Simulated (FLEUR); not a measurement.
# PbSe (Clausthalite) (Fm-3m) in FLEUR: single point with PBEsol

Aim: the single point of PbSe (Clausthalite) with PBEsol.

All numbers are computed with FLEUR MaX-R8.1 (later development tree); they aren't measurements. Logs are shortened: lines on timing, memory, paths and dates and some standing lists are left out, and cuts for length are marked.

**Experimental background.**

From a printed reference work, monograph, for a bulk crystal of PbSe at 4.2 K: band gap 0.15 eV (direct).

The runs below are set against these values where they give the same quantity.

## (1) Starting point

It takes space group Fm-3m (No. 225, cubic). Conventional cell: a = 6.121 Å, b = 6.121 Å, c = 6.121 Å, α = 90.00°, β = 90.00°, γ = 90.00°. Pb (site symmetry m-3m) is surrounded by 6 Se at 3.06 Å. Se (site symmetry m-3m) is surrounded by 6 Pb at 3.06 Å.

## (2) Single point, PBEsol

The input, inp.xml:

```xml
<?xml version="1.0" encoding="UTF-8" standalone="no"?>
<fleurInput fleurInputVersion="0.39">
   <comment>
      PbSe                                                                                                
   </comment>
   <calculationSetup>
      <cutoffs Kmax="4.1" Gmax="12.7" GmaxXC="12.7" numbands="0"/>
      <scfLoop itmax="60" minDistance="0.00001" maxIterBroyd="15" imix="Anderson" alpha="0.05" precondParam="0.0" spinf="2.0" sdNocoIR="T"/>
      <coreElectrons ctail="T" frcor="F" kcrel="0" coretail_lmax="0"/>
      <xcFunctional name="PBEs" relativisticCorrections="F"/>
      <magnetism jspins="1"/>
      <soc l_soc="F" theta="0.0" phi="0.0" spav="F"/>
      <expertModes spex="0" secvar="F"/>
      <geometryOptimization l_f="F" forcealpha="1.0" forcemix="BFGS" epsdisp="0.00001" epsforce="0.00001"/>
      <ldaU l_linMix="F" mixParam="0.05" spinf="1.0"/>
   </calculationSetup>
   <cell>
      <bzIntegration valenceElectrons="36.0" mode="hist" fermiSmearingEnergy="0.00183747">
         <kPointListSelection listName="default-1"/>
         <!-- k-points included here -->
         <xi:include xmlns:xi="http://www.w3.org/2001/XInclude" href="kpts.xml"> </xi:include>
      </bzIntegration>
      <!-- symmetry operations included here -->
      <xi:include xmlns:xi="http://www.w3.org/2001/XInclude" href="sym.xml"> </xi:include>
      <bulkLattice scale="1.0">
         <bravaisMatrix>
            <row-1>    0.0000000000000000     5.7837902632569893     5.7837902632569893</row-1>
            <row-2>    5.7837902632569893     0.0000000000000000     5.7837902632569893</row-2>
            <row-3>    5.7837902632569893     5.7837902632569893     0.0000000000000000</row-3>
         </bravaisMatrix>
      </bulkLattice>
   </cell>
   <atomSpecies>
      <species name="Lead (Pb)" element="Pb" atomicNumber="82">
         <mtSphere radius="2.66" gridPoints="879" logIncrement="0.015"/>
         <atomicCutoffs lmax="10" lnonsphr="10"/>
         <electronConfig flipSpins="F">
            <coreConfig>(1s1/2) (2s1/2) (2p1/2) (2p3/2) (3s1/2) (3p1/2) (3p3/2) (4s1/2) (3d3/2) (3d5/2) (4p1/2) (4p3/2) (4d3/2) (4d5/2) (4f5/2) (4f7/2) (5s1/2)</coreConfig>
            <valenceConfig>(5p1/2) (5p3/2) (6s1/2) (5d3/2) (5d5/2) (6p1/2) (6p3/2)</valenceConfig>
            <stateOccupation state="(6p1/2)" spinUp="0.333333" spinDown="0.333333"/>
            <stateOccupation state="(6p3/2)" spinUp="0.666667" spinDown="0.666667"/>
         </electronConfig>
         <energyParameters s="6" p="6" d="5" f="5"/>
         <lo type="SCLO" l="1" n="5" eDeriv="0"/>
         <lo type="SCLO" l="1" n="5" eDeriv="1"/>
         <lo type="SCLO" l="0" n="6" eDeriv="2"/>
         <lo type="SCLO" l="2" n="5" eDeriv="2"/>
         <lo type="SCLO" l="3" n="5" eDeriv="2"/>
      </species>
      <species name="Selenium (Se)" element="Se" atomicNumber="34">
         <mtSphere radius="2.39" gridPoints="813" logIncrement="0.015"/>
         <atomicCutoffs lmax="10" lnonsphr="10"/>
         <electronConfig flipSpins="F">
            <coreConfig>(1s1/2) (2s1/2) (2p1/2) (2p3/2) (3s1/2) (3p1/2) (3p3/2)</coreConfig>
            <valenceConfig>(3d3/2) (3d5/2) (4s1/2) (4p1/2) (4p3/2)</valenceConfig>
            <stateOccupation state="(4p1/2)" spinUp="0.666667" spinDown="0.666667"/>
            <stateOccupation state="(4p3/2)" spinUp="1.333333" spinDown="1.333333"/>
         </electronConfig>
         <energyParameters s="4" p="4" d="4" f="4"/>
         <lo type="SCLO" l="2" n="3" eDeriv="0"/>
         <lo type="SCLO" l="0" n="4" eDeriv="2"/>
         <lo type="SCLO" l="1" n="4" eDeriv="2"/>
         <lo type="SCLO" l="3" n="4" eDeriv="2"/>
      </species>
   </atomSpecies>
   <atomGroups>
      <atomGroup species="Lead (Pb)">
         <relPos label="                   1">.0000000000 .0000000000 .0000000000</relPos>
         <force calculate="T" relaxXYZ="TTT"/>
      </atomGroup>
      <atomGroup species="Selenium (Se)">
         <relPos label="                   2">1.000/2.000 1.000/2.000 1.000/2.000</relPos>
         <force calculate="T" relaxXYZ="TTT"/>
      </atomGroup>
   </atomGroups>
   <output dos="F" band="F" slice="F">
      <checks vchk="F" cdinf="F"/>
      <bandDOS minEnergy="-.5*Htr" maxEnergy="0.5*Htr" sigma="0.015" storeEVData="T"/>
      <vacuumDOS vacdos="F" integ="F" star="F" nstars="0" locx1="0.0" locy1="0.0" locx2="0.0" locy2="0.0" nstm="0" tworkf="0.0"/>
      <unfoldingBand unfoldBand="F" supercellX="1" supercellY="1" supercellZ="1"/>
      <plotting iplot="0" polar="F">
         <plot TwoD="T" vec1="  1.0  0.0  0.0" vec2="  0.0  1.0  0.0" vec3="  0.0  0.0  1.0" zero="  0.0  0.0  0.0" file="plot"/>
      </plotting>
      <chargeDensitySlicing numkpt="0" minEigenval="0.0" maxEigenval="0.0" nnne="0" pallst="F"/>
      <specialOutput eonly="F"/>
      <moessbauerParams electricFieldGradient="T" isomerShift="T" coreHyperfine="T" valenceHyperfine="T"/>
      <magneticCircularDichroism mcd="F" energyLo="-10.0" energyUp="0.0"/>
   </output>
  <!-- We include the file relax.xml here to enable relaxations (see documentation) -->
  <xi:include xmlns:xi="http://www.w3.org/2001/XInclude" href="relax.xml"> <xi:fallback/> </xi:include>
</fleurInput>
```

The input, crystal.txt:

```
PbSe
&input cartesian=F /
0.0000000000  3.0606500000  3.0606500000
3.0606500000  0.0000000000  3.0606500000
3.0606500000  3.0606500000  0.0000000000
1.8897261246
1.0 1.0 1.0

2
82 0.0000000000  0.0000000000  0.0000000000
34 0.5000000000  0.5000000000  0.5000000000

&kpt div1=8 div2=8 div3=8 gamma=T /
```

Potentials or basis: all-electron, FLAPW.

The run is started by

```bash
$ inpgen -f crystal.txt -profile fastHighL
$ # inp.xml edited to the form shown
$ fleur_MPI
```

Standard output:

```text
Welcome to FLEUR        (www.flapw.de)
      MaX-Release 8.1          (www.max-centre.eu)

 ========== k-point set info ==========
 Selected k-point list: default-1
 k-point list type: mesh
 8 x 8 x 8
 Number of k points: 29

 ------------Calculation Setup---------------------------
 Number of MPI-tasks      :            1
 Number of PE/node        :            1
 Number of OMP-threads    :            1
 Most efficient MPI parallelization for:
           1          29
 Additional eigenvalue parallelization possible
 Number of basis functions:          534
 Approximate size of matrices (H+S) per k-point:         0.004 GB
 --------------------------------------------------------
 Iteration:     1   Distance:       9.12141134 me/bohr^3
 Iteration:     2   Distance:       8.43800522 me/bohr^3
 Iteration:     3   Distance:       4.26997879 me/bohr^3
 Iteration:     4   Distance:       1.68681845 me/bohr^3
 Iteration:     5   Distance:       0.96439352 me/bohr^3
 Iteration:     6   Distance:       0.09109059 me/bohr^3
 Iteration:     7   Distance:       0.08140495 me/bohr^3
 Iteration:     8   Distance:       0.01695415 me/bohr^3
 Iteration:     9   Distance:       0.00695441 me/bohr^3
 Iteration:    10   Distance:       0.00484781 me/bohr^3
 Iteration:    11   Distance:       0.00137718 me/bohr^3
 Iteration:    12   Distance:       0.00013512 me/bohr^3
 Iteration:    13   Distance:       0.00012897 me/bohr^3
 Iteration:    14   Distance:       0.00001289 me/bohr^3
 Iteration:    15   Distance:       0.00000080 me/bohr^3

 ********************************************************************
 Run finished successfully
 Stop message:
   all done
 ********************************************************************
```

out.xml (last iteration):

```text
<iteration numberForCurrentRun="   15" overallNumber="   15">
         <energyParameters units="Htr">
            <atomicEP atomType="1" spin="1" branch="6s" branchLowest="-4.90" branchHighest="0.54" value="-0.0892549208"/>
            <atomicEP atomType="1" spin="1" branch="6p" branchLowest="-2.75" branchHighest="1.37" value="0.1942921323"/>
            <atomicEP atomType="1" spin="1" branch="5d" branchLowest="-14.34" branchHighest="-0.32" value="-0.3546195589"/>
            <atomicEP atomType="1" spin="1" branch="5f" branchLowest="-4.49" branchHighest="1.83" value="0.5338385565"/>
            <loAtomicEP atomType="1" spin="1" branch="5p" branchLowest="-23.27" branchHighest="-2.75" value="-2.8233478433"/>
            <loAtomicEP atomType="1" spin="1" branch="5p" branchLowest="-23.27" branchHighest="-2.75" value="-2.8233478433"/>
            <loAtomicEP atomType="1" spin="1" branch="6s" branchLowest="-4.90" branchHighest="0.54" value="-0.0892549208"/>
            <loAtomicEP atomType="1" spin="1" branch="5d" branchLowest="-14.34" branchHighest="-0.32" value="-0.3862308833"/>
            <loAtomicEP atomType="1" spin="1" branch="5f" branchLowest="-4.49" branchHighest="1.83" value="0.5338255425"/>
            <atomicEP atomType="2" spin="1" branch="4s" branchLowest="-7.39" branchHighest="0.24" value="-0.2405765498"/>
            <atomicEP atomType="2" spin="1" branch="4p" branchLowest="-5.17" branchHighest="0.90" value="0.1070831045"/>
            <atomicEP atomType="2" spin="1" branch="4d" branchLowest="-1.50" branchHighest="2.03" value="0.3836959854"/>
            <atomicEP atomType="2" spin="1" branch="4f" branchLowest="-9.99" branchHighest="2.96" value="0.5517377711"/>
            <loAtomicEP atomType="2" spin="1" branch="3d" branchLowest="-9.99" branchHighest="-1.50" value="-1.5073214597"/>
            <loAtomicEP atomType="2" spin="1" branch="4s" branchLowest="-7.39" branchHighest="0.24" value="-0.2405765498"/>
            <loAtomicEP atomType="2" spin="1" branch="4p" branchLowest="-5.17" branchHighest="0.90" value="0.1038843005"/>
            <loAtomicEP atomType="2" spin="1" branch="4f" branchLowest="-9.99" branchHighest="2.96" value="0.5517398168"/>
         </energyParameters>
         <eigenvalues>
            <eigenvaluesAt spin="1" ikpt="1" k_x="0.00000000" k_y="0.00000000" k_z="0.00000000">
                      -2.7580837602       -2.7580837602       -2.7580837602       -1.5094220716       -1.5094220716
                      -1.5093322533       -1.5093322533       -1.5093322533       -0.3902027595       -0.3902027595
                      -0.3902027595       -0.3901646499       -0.3901646499       -0.2744829060       -0.0069130059
                       0.1568923665        0.1568923665        0.1568923665        0.3978579004        0.3978579004
                       0.3978579004        0.4629816955        0.4629816955        0.4629816955        0.5195418896
                       0.5280257141        0.5559607077        0.5559607077
            </eigenvaluesAt>
            <eigenvaluesAt spin="1" ikpt="2" k_x="0.00000000" k_y="0.00000000" k_z="0.12500000">
                      -2.7580840880       -2.7580836673       -2.7580836673       -1.5094184699       -1.5094184699
                      -1.5093284478       -1.5093264252       -1.5093264252       -0.3903052787       -0.3903052787
                      -0.3901823634       -0.3900137691       -0.3900137691       -0.2701090392       -0.0213453302
                       0.1583977031        0.1583977031        0.1668895048        0.3579473331        0.3729113754
                       0.3729113754        0.4550235530        0.4757044772        0.4757044772        0.5620560611
                       0.5775233487        0.5900077930        0.5900077930
            </eigenvaluesAt>
            <eigenvaluesAt spin="1" ikpt="3" k_x="0.00000000" k_y="0.00000000" k_z="0.25000000">
                      -2.7580848516       -2.7580837875       -2.7580837875       -1.5094186636       -1.5094186636
                      -1.5093281637       -1.5093270859       -1.5093270859       -0.3906308538       -0.3906308538
                      -0.3901401109       -0.3895783699       -0.3895783699       -0.2580913003       -0.0533006264
                       0.1628128213        0.1628128213        0.1869106959        0.3028880445        0.3315151357
[... 47 lines left out ...]
            <state n="3" l="0" j="0.5" energy="-7.3855457970" weight="1.0000000000"/>
            <state n="3" l="1" j="0.5" energy="-5.3151972768" weight="1.0000000000"/>
            <state n="3" l="1" j="1.5" energy="-5.0994124647" weight="2.0000000000"/>
         </coreStates>
         <allElectronCharges>
            <spinDependentCharge spin="1" total="116.0000000" interstitial="3.6617906" mtSpheres="112.3382094"/>
            <totalCharge value="115.9999999986"/>
         </allElectronCharges>
         <moessbauerParams unitsHFF="kG" unitsIS="e/bohr^3" unitsEFG="Htr/bohr^2">
            <coreIsomerShift atomType="1" isTotal="2987072.82658">
               <shell n="1" l="0" isomerShift="2453506.68588"/>
               <shell n="2" l="0" isomerShift="378633.90859"/>
               <shell n="2" l="1" isomerShift="30061.15856"/>
               <shell n="3" l="0" isomerShift="87542.04659"/>
               <shell n="3" l="1" isomerShift="7805.67299"/>
               <shell n="4" l="0" isomerShift="22664.83546"/>
               <shell n="3" l="2" isomerShift="0.00327"/>
               <shell n="4" l="1" isomerShift="1996.87612"/>
               <shell n="4" l="2" isomerShift="0.00091"/>
               <shell n="4" l="3" isomerShift="0.00000"/>
               <shell n="5" l="0" isomerShift="4861.63820"/>
            </coreIsomerShift>
            <coreIsomerShift atomType="2" isTotal="39904.59357">
               <shell n="1" l="0" isomerShift="35630.70547"/>
               <shell n="2" l="0" isomerShift="3653.07493"/>
               <shell n="2" l="1" isomerShift="36.79507"/>
               <shell n="3" l="0" isomerShift="578.13939"/>
               <shell n="3" l="1" isomerShift="5.87872"/>
            </coreIsomerShift>
            <isomerShift atomType="1" nucleusRadius="0.0001398" averageDensity="2987668.94760"/>
            <isomerShift atomType="2" nucleusRadius="0.0001013" averageDensity="39960.83191"/>
            <electricFieldGradient atomType="1" VXX="0.00000" VYY="0.00000" VZZ="0.00000" asymParam="0.00000">
            </electricFieldGradient>
            <electricFieldGradient atomType="2" VXX="0.00000" VYY="0.00000" VZZ="0.00000" asymParam="0.00000">
            </electricFieldGradient>
         </moessbauerParams>
         <totalEnergy                                    value="   -23351.2966050350" units="Htr">
            <sumOfEigenvalues                            value="   -14345.6690193348">
               <coreElectrons value="-14310.3435787652"/>
               <valenceElectrons value="-35.3254405696"/>
            </sumOfEigenvalues>
            <densityCoulombPotentialIntegral value="-40569.4180544833"/>
            <densityEffectivePotentialIntegral value="-41189.4841299752"/>
            <chargeDenXCDenIntegral value="-471.0127754058"/>
            <FockExchangeEnergyValence value="0.0000000000"/>
            <FockExchangeEnergyCore value="0.0000000000"/>
            <atomTypeDependentContributions atomType="1">
               <electronNucleiInteractionDifferentMTs value="26459.2242070754"/>
               <MadelungTerm value="-39.9540556155"/>
            </atomTypeDependentContributions>
            <atomTypeDependentContributions atomType="2">
               <electronNucleiInteractionDifferentMTs value="2924.9888443435"/>
               <MadelungTerm value="-15.2228059935"/>
            </atomTypeDependentContributions>
            <tkbTimesEntropy value="0.0000206418"/>
            <freeEnergy value="-23351.2966256768"/>
            <extrapolationTo0K value="-23351.2966153559"/>
         </totalEnergy>
         <densityConvergence units="me/bohr^3">
            <chargeDensity spin="1" distance="0.0000008007"/>
         </densityConvergence>
      </iteration>
```

Run time: 86 s. Hardware: 1 thread of Arm Neoverse N1, shared host; peak memory 0.07 GiB.

Results:

```yaml
Free_energy: -635421.1518 eV
Band_gap_on_the_k_mesh: 0.20 eV, direct
Valence_electrons_inside_the_program's_atomic_spheres: Pb 17.92; Se 14.42 (radii Pb 2.66, Se 2.39 bohr)
```

Levels at points of the mesh, in eV from the valence-band top:
```tsv
k point	band 14	band 15	band 16	band 17	band 18	band 19	band 20	band 21	band 22	band 23
(0.00, 0.00, 0.00)	-13.61	-6.33	-1.87	-1.87	-1.87	4.68	4.68	4.68	6.46	6.46
(0.00, 0.00, 0.50)	-12.54	-8.83	-1.46	-1.46	0.00	0.20	1.66	1.66	8.41	10.10
(0.00, 0.50, 0.50)	-12.16	-7.40	-5.02	-3.25	-3.25	3.58	5.59	5.59	6.00	11.35
```

Core levels (eV from the Fermi level):
| atom | levels |
| --- | --- |
| 1 Pb | 1s1/2 -87948.8, 2s1/2 -15714.1, 2p1/2 -15089.9, 2p3/2 -12901.1, 3s1/2 -3768.6, 3p1/2 -3487.2, 3p3/2 -2998.8, 4s1/2 -849.8, 3d3/2 -2536.7, 3d5/2 -2432.7, 4p1/2 -728.1, 4p3/2 -608.4, 4d3/2 -410.3, 4d5/2 -388.0, 4f5/2 -131.4, 4f7/2 -126.4, 5s1/2 -139.6 |
| 2 Se | 1s1/2 -12485.4, 2s1/2 -1599.4, 2p1/2 -1434.6, 2p3/2 -1392.9, 3s1/2 -207.2, 3p1/2 -150.9, 3p3/2 -145.0 |

Caveat: spin-orbit coupling is left out, which as a rule narrows the gap of such compounds by several tenths of an eV.

## (3) How close it comes

Step 2. Against the measured gap of PbSe, 0.15 eV (direct; 4.2 K; a printed reference work, monograph), the calculated 0.20 eV is off by +0.05 eV. 2 values of this kind are on record (0.15 to 0.28 eV); this one was drawn at random. Spin-orbit coupling on Pb, Se is left out. The value is that of PBEsol on a finite k mesh, which can miss the band edges, without temperature or zero-point motion.
